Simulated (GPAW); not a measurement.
The system is NaCl.

```
CELL_PARAMETERS angstrom
0.00000 2.79406 2.79406
2.79406 0.00000 2.79406
2.79406 2.79406 0.00000
ATOMIC_POSITIONS crystal
Cl 0.50000 0.50000 0.50000
Na 0.00000 0.00000 0.00000
```

The cell is a database's computed one.

Base run:

```yaml
Program: GPAW 26.7.0
Functional: BLYP
Potentials_or_basis: PAW data sets generated in the run's folder for this functional
Cutoff: 800 eV
Basis: pw
k_mesh: 7 × 7 × 7
Occupations: fermi-dirac, width 0.05 eV
Spin: no spin polarisation
```

Its results: band gap on the k mesh 5.25 eV, direct; pressure 2.5 GPa.

Q: The run is repeated on the same cell with these changes: functional from BLYP to PBEsol. What comes out?

A: Band gap on the k mesh 5.04 eV, direct; pressure 0.2 GPa.

PBEsol binds more tightly than BLYP, so the same cell stands under less pressure.

Not every run made on this cell is shown here.
